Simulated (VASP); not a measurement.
# Al (Fm-3m) in VASP: further runs

The runs below take Al through single point, with PBE.

Everything below comes from runs of VASP 6.6.1. Logs are shortened: lines on timing, memory, paths and dates and some standing lists are left out, and cuts for length are marked.

### 1 The undisturbed crystal

It takes space group Fm-3m (No. 225, cubic). The conventional cell has a = 4.050 Å, b = 4.050 Å, c = 4.050 Å, α = 90.00°, β = 90.00°, γ = 90.00°. Al (site symmetry m-3m) has 12 Al at 2.86 Å as nearest neighbours.

### 2 Single point, PBE (a relaxed cell with its volume scaled by 0.94)

Input file INCAR:

```
  PREC = Accurate
  ENCUT = 520
  EDIFF = 1E-7
  ISMEAR = 1
  SIGMA = 0.2
  LREAL = F
  LASPH = T
  NELM = 100
  ALGO = Normal
  ISIF = 2
  LWAVE = F
  LCHARG = F
  GGA = PE
```

Input file KPOINTS:

```
regular mesh
0
Gamma
  18 18 18
```

Input file POSCAR:

```
Al                                      
1.0
    0.0000000000      1.9787597562      1.9787597562
    1.9787597562      0.0000000000      1.9787597562
    1.9787597562      1.9787597562      0.0000000000
  Al            
     1
Direct
     0.0000000000000000    0.0000000000000000    0.0000000000000000
```

Potentials or basis: VASP PAW PBE potentials, release 64 (Al).

Command:

```bash
> cat potpaw_PBE.64/Al/POTCAR > POTCAR
> mpirun -np 1 vasp_std > vasp.out
```

OUTCAR:

```text
PREC = Accurate
   ENCUT = 520
   EDIFF = 1E-7
   ISMEAR = 1
   LREAL = F
   LASPH = T
   NELM = 100
   ISIF = 2
   GGA = PE

 ion  position               nearest neighbor table
   1  0.000  0.000  0.000-

  LATTYP: Found a face centered cubic cell.
 ALAT       =     3.9575195124

  Lattice vectors:

 A1 = (   0.0000000000,   1.9787597562,   1.9787597562)
 A2 = (   1.9787597562,   0.0000000000,   1.9787597562)
 A3 = (   1.9787597562,   1.9787597562,   0.0000000000)

Analysis of symmetry for initial positions (statically):
=====================================================================
 Subroutine PRICEL returns:
 Original cell was already a primitive cell.

 Routine SETGRP: Setting up the symmetry group for a
 face centered cubic supercell.

 Subroutine GETGRP returns: Found 48 space group operations
 (whereof 48 operations were pure point group operations)
 out of a pool of 48 trial point group operations.

The static configuration has the point symmetry O_h .

Analysis of symmetry for dynamics (positions and initial velocities):
=====================================================================
 Subroutine PRICEL returns:
 Original cell was already a primitive cell.

 Routine SETGRP: Setting up the symmetry group for a
 face centered cubic supercell.

 Subroutine GETGRP returns: Found 48 space group operations
 (whereof 48 operations were pure point group operations)
 out of a pool of 48 trial point group operations.

The dynamic configuration has the point symmetry O_h .

 Subroutine INISYM returns: Found 48 space group operations
 (whereof 48 operations are pure point group operations),
 and found     1 'primitive' translations

----------------------------------------------------------------------------------------

                                     Primitive cell

  volume of cell :      15.4956

  direct lattice vectors                    reciprocal lattice vectors
     0.000000000  1.978759756  1.978759756    -0.252683530  0.252683530  0.252683530
     1.978759756  0.000000000  1.978759756     0.252683530 -0.252683530  0.252683530
     1.978759756  1.978759756  0.000000000     0.252683530  0.252683530 -0.252683530

  length of vectors
     2.798388884  2.798388884  2.798388884     0.437660712  0.437660712  0.437660712

  position of ions in fractional coordinates (direct lattice)
     0.000000000  0.000000000  0.000000000

  ion indices of the primitive-cell ions
   primitive index   ion index
                 1           1

----------------------------------------------------------------------------------------

 KPOINTS: regular mesh

Automatic generation of k-mesh.
 Grid dimensions read from file:
 generate k-points for:   18   18   18

 Generating k-lattice:

  Cartesian coordinates                     Fractional coordinates (reciprocal lattice)
    -0.014037974  0.014037974  0.014037974     0.055555556  0.000000000  0.000000000
     0.014037974 -0.014037974  0.014037974     0.000000000  0.055555556  0.000000000
     0.014037974  0.014037974 -0.014037974     0.000000000  0.000000000  0.055555556

  Length of vectors
     0.024314484  0.024314484  0.024314484

  Shift w.r.t. Gamma in fractional coordinates (k-lattice)
     0.000000000  0.000000000  0.000000000

 Subroutine IBZKPT returns following result:
 ===========================================

 Found    195 irreducible k-points:

 Following reciprocal coordinates:
            Coordinates               Weight
  0.000000  0.000000  0.000000      1.000000
  0.055556  0.000000  0.000000      8.000000
  0.111111  0.000000  0.000000      8.000000
  0.166667  0.000000  0.000000      8.000000
  0.222222  0.000000  0.000000      8.000000
  0.277778  0.000000  0.000000      8.000000
[... 16 lines left out ...]
 -0.277778  0.055556  0.000000     24.000000
 -0.222222  0.055556  0.000000     24.000000
 [... further k-points ...]
   k-points           NKPTS =    195   k-points in BZ     NKDIM =    195   number of bands    NBANDS=      5
   number of dos      NEDOS =    301   number of ions     NIONS =      1
   total plane-waves  NPLWV =  13824
   dimension x,y,z NGX =    24 NGY =   24 NGZ =   24
   dimension x,y,z NGXF=    48 NGYF=   48 NGZF=   48
   ions per type =               1
   NGX,Y,Z   is equivalent  to a cutoff of  14.26, 14.26, 14.26 a.u.
   NGXF,Y,Z  is equivalent  to a cutoff of  28.52, 28.52, 28.52 a.u.
 SYSTEM =  unknown system
   PREC   = accura    normal or accurate (medium, high low for compatibility)
   ISTART =      0    job   : 0-new  1-cont  2-samecut
   ICHARG =      2    charge: 1-file 2-atom 10-const
   ISPIN  =      1    spin polarized calculation?
   LNONCOLLINEAR =      F non collinear calculations
   LSORBIT =      F    spin-orbit coupling
   LASPH  =      T    aspherical Exc in radial PAW
   ENCUT  =  520.0 eV  38.22 Ry    6.18 a.u.   5.20  5.20  5.20*2*pi/ulx,y,z
   NELM   =    100;   NELMIN=  2; NELMDL= -5     # of ELM steps
   EDIFF  = 0.1E-06   stopping-criterion for ELM
   LREAL  =      F    real-space projection
   EDIFFG = 0.1E-05   stopping-criterion for IOM
   NSW    =      0    number of steps for IOM
   IBRION =     -1    ionic relax: 0-MD 1-quasi-New 2-CG
   NFREE  =      0    steps in history (QN), initial steepest desc. (CG)
   ISIF   =      2    stress and relaxation
   ISYM   =      2    0-nonsym 1-usesym 2-fastsym
   POTIM  = 0.5000    time-step for ionic-motion
   TEBEG  =    0.0;   TEEND  =   0.0 temperature during run
   PSTRESS=    0.0 pullay stress
   NELECT =       3.0000    total number of electrons
   NUPDOWN=      -1.0000    fix difference up-down
   EMIN   =  10.00;   EMAX   =-10.00  energy-range for DOS
   EFERMI =   0.00;   METHOD = LEGACY
   ISMEAR =     1;   SIGMA  =   0.20  broadening in eV -4-tet -1-fermi 0-gaus
   EFERMI_NEDOS =   21; number of points for ismear=-14 and -15
   IALGO  =     38    algorithm
   IMIX   =      4    mixing-type and parameters
     AMIX     =   0.40;   BMIX     =  1.00
     AMIX_MAG =   1.60;   BMIX_MAG =  1.00
  volume/ion in A,a.u.               =      15.50       104.57
  Fermi-wavevector in a.u.,A,eV,Ry     =   0.947063  1.789689 12.203450  0.896928
  Thomas-Fermi vector in A             =   2.075120
   LORBIT       =      0    0 simple, 1 ext, 2 COOP (PROOUT), +10 PAW based schemes
   GGA     = PE    functional components
   LHFCALC =     F    Hartree Fock is set to
   AEXX    =    0.0000 exact exchange contribution
   IVDW    =     0    specifies the selected vdW correction
   LEPSILON=     F    determine dielectric tensor
   LRPA    =     F    only Hartree local field effects (RPA)
 non-spin polarized calculation
 Methfessel and Paxton  Order N= 1 SIGMA  =   0.20
  energy-cutoff  :      520.00
  volume of cell :       15.50
 maximum number of plane-waves:       444
 NGX is ok and might be reduce to    24
   NGX = 11   NGY = 11   NGZ = 11

 number of electron       3.0000000 magnetization

 Free energy of the ion-electron system (eV)
  ---------------------------------------------------
  ext. energy  EPLUGINS =         0.00000000
  ---------------------------------------------------
  free energy    TOTEN  =        -3.72761330 eV

  energy without entropy =       -3.72635798  energy(sigma->0) =       -3.72719486

 E-fermi :   8.6692     XC(G=0): -10.4259

 val. band max:        8.6607543435   @ k =  -0.4444   0.3333   0.1111
 cond. band min:       8.6779575435   @ k =  -0.2222   0.3889   0.1667
 fundamental gap:      0.0172032000
 Fermi energy:         8.6691587406

 k-point     1 :       0.0000    0.0000    0.0000
  band No.  band energies     occupation
      1      -2.9044      2.00000
      2      21.6448      0.00000
      3      21.6448      0.00000
      4      21.6448      0.00000
      5      23.6256      0.00000

 k-point     2 :       0.0556    0.0000    0.0000
  band No.  band energies     occupation
      1      -2.8169      2.00000
      2      20.1571      0.00000
      3      21.3844      0.00000
      4      21.3844      0.00000
      5      24.0271      0.00000

 k-point     3 :       0.1111    0.0000    0.0000
  band No.  band energies     occupation
      1      -2.5548      2.00000
      2      17.8711      0.00000
      3      20.9100      0.00000
      4      20.9100      0.00000
      5      24.0919      0.00000

 k-point     4 :       0.1667    0.0000    0.0000
  band No.  band energies     occupation
      1      -2.1192      2.00000
      2      15.5567      0.00000
      3      20.4762      0.00000
      4      20.4762      0.00000
      5      23.8929      0.00000

 k-point     5 :       0.2222    0.0000    0.0000
  band No.  band energies     occupation
      1      -1.5117      2.00000
      2      13.3185      0.00000
      3      20.1516      0.00000
      4      20.1516      0.00000
      5      23.6965      0.00000

 k-point     6 :       0.2778    0.0000    0.0000
  band No.  band energies     occupation
      1      -0.7347      2.00000
      2      11.1902     -0.00000
      3      19.9565      0.00000
      4      19.9565      0.00000
      5      23.5371      0.00000
[... 113 lines left out ...]
 k-point    21 :      -0.3889    0.0556    0.0000
  band No.  band energies     occupation
      1       1.7943      2.00000
      2       6.8043      2.00000
      3      18.2945      0.00000
      4      20.4015      0.00000
      5      21.3333      0.00000

 k-point    22 :      -0.3333    0.0556    0.0000
  band No.  band energies     occupation
      1       0.6356      2.00000
      2       8.6196      1.40527
      3      18.1663      0.00000
      4      21.0856      0.00000
      5      21.2761      0.00000

 k-point    23 :      -0.2778    0.0556    0.0000
  band No.  band energies     occupation
      1      -0.3622      2.00000
      2      10.5730     -0.00000
      3      18.1862      0.00000
      4      21.1721      0.00000
      5      22.0973      0.00000

 k-point    24 :      -0.2222    0.0556    0.0000
  band No.  band energies     occupation
      1      -1.1946      2.00000
      2      12.6534     -0.00000
      3      18.3539      0.00000
      4      21.3053      0.00000
      5      23.1339      0.00000

 [... further k-points ...]
[... 5 lines left out ...]
  --------------------------------------------------------------------------------------
  -------------------------------------------------------------------------------------
  Total        0.5315903      0.5315903      0.5315903      0.0000000     -0.0000000     -0.0000000
  in kB       54.9640153     54.9640153     54.9640153      0.0000000     -0.0000000     -0.0000000
  external PRESSURE =      54.9640153 kB  Pullay stress =       0.0000000 kB

 VOLUME and BASIS-vectors are now :
 -----------------------------------------------------------------------------
  energy-cutoff  :      520.00
  volume of cell :       15.50
      direct lattice vectors                 reciprocal lattice vectors
     0.000000000  1.978759756  1.978759756    -0.252683530  0.252683530  0.252683530
     1.978759756  0.000000000  1.978759756     0.252683530 -0.252683530  0.252683530
     1.978759756  1.978759756  0.000000000     0.252683530  0.252683530 -0.252683530

 POSITION                                       TOTAL-FORCE (eV/Angst)
 -----------------------------------------------------------------------------------
      0.00000      0.00000      0.00000         0.000000     -0.000000     -0.000000
 -----------------------------------------------------------------------------------
    total drift:                                0.000000     -0.000000     -0.000000

  FREE ENERGIE OF THE ION-ELECTRON SYSTEM (eV)
  ---------------------------------------------------
  free  energy   TOTEN  =        -3.7276132986 eV

  energy  without entropy=       -3.7263579849  energy(sigma->0) =       -3.72719486
```

Run time: 7.4 s. Hardware: 1 thread of Intel Xeon Platinum 8488C (Sapphire Rapids), shared host; peak memory 0.13 GiB.

Results:

* Free energy: -3.7276 eV
* Pressure: 5.5 GPa
* Band gap on the k mesh: none (metal or under the smearing width)

Levels at points of the mesh, in eV from the Fermi level:
```
           k point  band 1  band 2  band 3  band 4  band 5
(0.00, 0.00, 0.00)  -11.57   12.98   12.98   12.98   14.96
(0.50, 0.00, 0.00)   -4.84   -4.46   11.76   11.76   12.10
(0.50, 0.50, 0.00)   -3.07   -1.62    5.27    5.90    5.90
```

### 3 Single point, PBE (a relaxed cell with its volume scaled by 1.06)

INCAR is that of step 2.

KPOINTS is that of step 2.

Input file POSCAR:

```
Al                                      
1.0
    0.0000000000      2.0596135469      2.0596135469
    2.0596135469      0.0000000000      2.0596135469
    2.0596135469      2.0596135469      0.0000000000
  Al            
     1
Direct
     0.0000000000000000    0.0000000000000000    0.0000000000000000
```

Potentials or basis: VASP PAW PBE potentials, release 64 (Al).

Command:

```bash
> cat potpaw_PBE.64/Al/POTCAR > POTCAR
> mpirun -np 1 vasp_std > vasp.out
```

Wall time 7.7 s (1 thread of Intel Xeon Platinum 8488C (Sapphire Rapids), shared host); peak memory 0.14 GiB.

Results (log left out):

```yaml
Free_energy: -3.7308 eV
Pressure: -4.0 GPa
Band_gap_on_the_k_mesh: none (metal or under the smearing width)
```

Levels at points of the mesh, in eV from the Fermi level:
| k point | band 1 | band 2 | band 3 | band 4 | band 5 |
| --- | --- | --- | --- | --- | --- |
| (0.00, 0.00, 0.00) | -10.73 | 12.32 | 12.32 | 12.32 | 13.39 |
| (0.50, 0.00, 0.00) | -4.35 | -4.29 | 10.83 | 10.83 | 11.21 |
| (0.50, 0.50, 0.00) | -2.77 | -1.58 | 5.26 | 5.35 | 5.35 |

### 4 Single point, PBE (a relaxed cell with its volume scaled by 0.91)

INCAR is that of step 3.

KPOINTS is that of step 3.

Input file POSCAR:

```
Al                                      
1.0
    0.0000000000      1.9574811204      1.9574811204
    1.9574811204      0.0000000000      1.9574811204
    1.9574811204      1.9574811204      0.0000000000
  Al            
     1
Direct
     0.0000000000000000    0.0000000000000000    0.0000000000000000
```

Command:

```bash
> cat potpaw_PBE.64/Al/POTCAR > POTCAR
> mpirun -np 1 vasp_std > vasp.out
```

Run time: 7.7 s. Hardware: 1 thread of Intel Xeon Platinum 8488C (Sapphire Rapids), shared host; peak memory 0.14 GiB.

The run converged. Its results:

```
Free energy            : -3.7053 eV
Pressure               : 9.0 GPa
Band gap on the k mesh : none (metal or under the smearing width)
```

Levels at points of the mesh, in eV from the Fermi level:
```tsv
k point	band 1	band 2	band 3	band 4	band 5
(0.00, 0.00, 0.00)	-11.81	13.16	13.16	13.16	15.40
(0.50, 0.00, 0.00)	-4.98	-4.51	11.91	11.91	12.47
(0.50, 0.50, 0.00)	-3.16	-1.64	5.28	6.06	6.06
```

### 5 Single point, PBE (a relaxed cell with its volume scaled by 1.09)

INCAR is that of step 4.

KPOINTS is that of step 4.

Input file POSCAR:

```
Al                                      
1.0
    0.0000000000      2.0788633874      2.0788633874
    2.0788633874      0.0000000000      2.0788633874
    2.0788633874      2.0788633874      0.0000000000
  Al            
     1
Direct
     0.0000000000000000    0.0000000000000000    0.0000000000000000
```

Command:

```bash
> cat potpaw_PBE.64/Al/POTCAR > POTCAR
> mpirun -np 1 vasp_std > vasp.out
```

Run time: 12 s. Hardware: 1 thread of Intel Xeon Platinum 8488C (Sapphire Rapids), shared host; peak memory 0.14 GiB.

It converged, with:

```
Free energy            : -3.7161 eV
Pressure               : -5.5 GPa
Band gap on the k mesh : none (metal or under the smearing width)
```

Levels at points of the mesh, in eV from the Fermi level:
```tsv
k point	band 1	band 2	band 3	band 4
(0.00, 0.00, 0.00)	-10.54	12.17	12.17	12.17
(0.50, 0.00, 0.00)	-4.26	-4.24	10.55	10.55
(0.50, 0.50, 0.00)	-2.70	-1.59	5.23	5.23
```

### 6 Summary

| cell | gap on the mesh (eV) | pressure (GPa) |
| --- | --- | --- |
| a relaxed cell with its volume scaled by 0.94 | none | 5.5 |
| a relaxed cell with its volume scaled by 1.06 | none | -4.0 |
| a relaxed cell with its volume scaled by 0.91 | none | 9.0 |
| a relaxed cell with its volume scaled by 1.09 | none | -5.5 |

Alike in all rows: task single point; level PBE; potentials or basis VASP PAW PBE potentials, release 64 (Al); no spin polarisation; k mesh 18 × 18 × 18; cutoff (eV) 520; smearing methfessel-paxton 0.2 eV.

Total energies depend on the potentials used, so only differences within one code and one set of settings carry meaning.
